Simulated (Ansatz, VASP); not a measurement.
## One calculation of CdS, two programs

```
CELL_PARAMETERS angstrom
0.02943 2.95767 2.95767
2.95767 0.02943 2.95767
2.95767 2.95767 0.02943
ATOMIC_POSITIONS crystal
Cd 0.00000 0.00000 0.00000
S 0.75000 0.75000 0.75000
```

Change from the starting cell: equal xy, yz and zx shear strains of +1 %.

Alike in both runs: task single point; functional PBE; k mesh 7 × 7 × 7; occupations fermi-dirac, width 0.02 eV; no spin polarisation.

|  | VASP | Ansatz |
| --- | --- | --- |
| version | VASP 6.6.1 | Ansatz 0.2.0 |
| potentials or method | VASP PAW PBE potentials, release 64 (Cd, S), cutoff 520 eV | all-electron LAPW, scalar-relativistic |

```tsv
	VASP	Ansatz	Ansatz less VASP
gap on the k mesh at the Fermi level (eV)	1.07	1.07	-0.003
pressure (GPa)	1.5	1.2	-0.29
largest component of the traceless stress (GPa)	0.49	0.48	-0.010
rms of the force components (eV/Å)	0.059	0.056	-0.0022
```

Atom by atom the forces differ by 0.002 eV/Å (rms over components). Ansatz ran all-electron here, so the differences hold the error of VASP's frozen core and of both bases.
